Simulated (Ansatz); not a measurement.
## Ru: one input, then a changed one

The cell comes from COD entry 9017842, which wasn't checked; take it as a given geometry. The listed cell was then made from it by scaling, straining or moving an atom.

First run: DFT, PBEsol, PAW with Ansatz's default frozen-core files, scalar-relativistic (Ansatz 0.2.0).

Command: `ansatz run input.yaml --threads 1 --pin off --max-ram 2048MiB --backend cpu --events-out ev --progress --plain --runs-dir out` The run took 33 s on 1 thread of Arm Neoverse V1, on a shared host, peak memory 0.4 GiB.

```yaml
crystal:
  lattice:
    - [2.7058, 0.0, 0.0]
    - [-1.3529, 2.3432915376, 0.0]
    - [0.0, 0.0, 4.2819]
  atoms:
    - { symbol: Ru, position: [0.3272430433, 0.6845396667, 0.25908842] }
    - { symbol: Ru, position: [0.6885344967, 0.3497413733, 0.75204758] }
kpoints:
  mp_grid: { grid: [9, 9, 5] }
scf:
  occupations: { method: fermi_dirac, width: 0.05 }
hamiltonian:
  xc: pbesol
  pseudopotentials: { kind: paw }
output:
  forces: true
  stress: true
  efg: { contact_densities: true }
relax:
  f_tol: 0.01
  max_steps: 80
  cell: {}
```

Result: converged; relaxed volume 13.312 Å³/atom; 39 SCF iterations in all.

The input is then changed:

```diff
@@ -11,7 +11,9 @@
 scf:
   occupations: { method: fermi_dirac, width: 0.05 }
+  lower_state_search: full
 hamiltonian:
   xc: pbesol
   pseudopotentials: { kind: paw }
+  hubbard: { sites: [{ species: Ru, l: d, u_eff: 6.0 }], double_counting: fll }
 output:
   forces: true
@@ -19,6 +21,7 @@
   efg: { contact_densities: true }
 relax:
-  f_tol: 0.01
+  f_tol: 0.1
   max_steps: 80
   cell: {}
+  max_displacement: 0.05
```

What does the second run give?

It converged; relaxed volume 13.148 Å³/atom; 59 SCF iterations in all.

The results part of its log:

```
SCF 2 converged in 2 iterations: F = -11621.007674 eV  dr2 = 4.91e-10
  greatest PAW one-centre occupation: 0.999 electrons in one spin orbital (limit 2), on the Ru atom at site 0 (counted from 0), in its partial waves of l = 0
SCF converged after 6 iterations
Free energy (F): -11621.007674 eV
Harris-Foulkes:  -11621.007674 eV  (|F-HF|=7.28e-12)
Internal energy: -11620.998410 eV  (E = F + TS)
E sigma→0 (E₀):  -11621.003042 eV
Entropy (-TS):   -0.009264 eV (-4.632 meV/atom)
Fermi energy:    23.326324 eV
--- Per-component energies (eV) ---
  E_band       = -96.184609
  E_kinetic    = 1034.609911
  E_local      = -2462.120890  (includes V_loc(G=0)·N_el)
  E_nonlocal   = 692.466008
  E_hartree    = 792.373401
  E_xc         = -380.261542
  E_vxc        = -479.116132  (∫ρ·V_xc dr)
  E_hubbard    = 11.883741  (on-site DFT+U / exact-exchange correction)
  E_vhub       = -19.893370  (the Hubbard potential's part of the band-sum identity)
  E_paw        = -6800.327793  (= ΣΔE_a)
  E_vpaw       = -446.876457  (= ΣTr[D̂ρ^β])
  E_aug_tail   = -0.000441  (compensation charges beyond the density's cutoff)
  E_ewald      = -4510.127399
  E_core_change = 0.506592  (= ΣΔE_core)
  E_smearing   = -0.009264  (= −TS)
  E_closure    = 0.000000  (closes the sum)
  Σ components = -11621.007674   (vs F -11621.007674, Δ=0.00e0)
--- Forces (eV/Å), atoms counted from 1 ---
  atom   1  Ru     0.00001032    -0.00000132     0.00007037
  atom   2  Ru    -0.00001032     0.00000132    -0.00007037
  max |Σ_I F_I| component: 0.00e0 eV/Å
--- Stress (GPa, compression-positive) ---
       -0.000206      -0.000128      -0.000071
       -0.000128      -0.000074       0.000007
       -0.000071       0.000007      -0.000967
  P = ⅓ Tr σ = -0.0004 GPa (-0.004 kbar)
--- PAW observables at the nuclei: V_zz in 10²¹ V/m², potentials from the cell's mean, atoms counted from 1 ---
  atom   1  Ru V_zz =    -0.684066   η = 0.0000   by run symmetry: allowed
            electrostatic potential = -6806.682735 V   contact ρ = 718374.399390 e/Å³
  atom   2  Ru V_zz =    -0.684066   η = 0.0000   by run symmetry: allowed
            electrostatic potential = -6806.682735 V   contact ρ = 718374.399390 e/Å³
--- Band table (eV; the first three rows and the last of 203) ---
  k-point 0: bands = ["-48.5055", "-48.2969", "-19.1228", "-18.0600", "-18.0600", "-17.8659", "-17.8659", "-17.8157", "16.0746", "16.7735", "20.3655", "20.3655", "20.7066", "21.1096", "21.1097", "21.6087", "21.6087", "24.3687", "24.3687", "25.6357"]
  k-point 1: bands = ["-48.4829", "-48.3149", "-19.0041", "-18.0417", "-18.0417", "-17.9477", "-17.8847", "-17.8847", "16.5218", "16.9768", "20.1540", "20.1540", "20.4904", "20.8433", "20.8433", "22.1929", "22.1929", "24.2135", "24.3794", "24.3794"]
  k-point 2: bands = ["-48.4263", "-48.3629", "-18.6883", "-18.2854", "-17.9935", "-17.9935", "-17.9336", "-17.9336", "17.4245", "17.4444", "20.0782", "20.0782", "20.3617", "20.3617", "20.3669", "21.8000", "23.2338", "23.2338", "24.0745", "24.0745"]
  k-point 202: bands = ["-48.3362", "-48.2406", "-18.9004", "-18.7113", "-18.4777", "-18.3102", "-18.1078", "-18.0310", "17.0575", "17.4737", "18.8260", "19.0821", "20.1658", "21.3224", "22.2584", "23.5612", "24.2925", "24.7144", "26.6216", "31.6327"]
--- Relaxed structure (5 steps of the walk, 5 accepted, 2 SCFs on fresh bases) ---
  F+E_penalty+E_count = -11621.00767397 eV   max|allowed force component| = 7.037e-5 eV/Å   (the final SCF, on the basis selected at the relaxed cell)
  cell:  # Å, volume = 26.2956 Å³
    - [2.6794714314709296, 1.028277116053124e-6, 5.665204176544525e-7]
    - [-1.3397348252213601, 2.320489144348362, -3.4301795356257694e-7]
    - [8.96512593818686e-7, -1.0919541298065157e-7, 4.229158236487168]
  atoms:
    - { symbol: Ru, position: [0.34122179108812334, 0.6838071891204657, 0.25556734538805514] }
    - { symbol: Ru, position: [0.6745557489118766, 0.3504738508795342, 0.7555686546119449] }
```
